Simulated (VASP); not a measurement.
# Si: single point with PBE+D3(BJ)

Si:

```
Si
1.0
     2.64453    0.00000    0.00000
    -1.32226    2.29023    0.00000
     0.00000    0.00000    4.48345
Si
2
Direct
  0.33333 0.66667 0.25000
  0.66667 0.33333 0.75000
```

This isn't the form of Si at room conditions, which is diamond.

The cell isn't the ideal one: cell and atoms relaxed tightly for response.

* Program: VASP 6.6.1
* Task: single point
* Functional: PBE
* Dispersion: D3(BJ)
* Potentials or basis: VASP PAW PBE potentials, release 64 (Si)
* Cutoff: 520 eV
* k mesh: 18 × 18 × 10
* Occupations: fermi-dirac, width 0.15 eV
* Spin: no spin polarisation
* Dipole correction: no
* Further INCAR settings: ALGO = Fast; EDIFF = 1e-06; NBANDS = 11

```
Pressure                   : 0.0 GPa
Band gap on the k mesh     : none (metal or under the smearing width)
Dispersion energy per atom : -0.458 eV
```

Levels at points of the mesh, in eV from the Fermi level:
```
           k point  band 1  band 2  band 3  band 4  band 5  band 6  band 7  band 8
(0.00, 0.00, 0.00)  -15.05   -8.33   -7.53    9.31    9.31   10.51   10.51   11.07
(0.50, 0.00, 0.00)   -8.49   -7.96   -1.92   -1.70   -1.40   -0.16    3.89    6.04
(0.00, 0.00, 0.50)  -13.25  -13.25    0.61    0.61   10.72   10.72   10.72   10.72
(0.50, 0.00, 0.50)   -6.78   -6.78   -6.18   -6.18    5.44    5.44    6.01    6.01
```

It took 21 s on 1 thread of Intel(R) Xeon(R) 6975P-C (Granite Rapids) (shared host), peak memory 0.18 GiB.

Caveat: pairwise dispersion overbinds metals, which lowers pressure and volume.
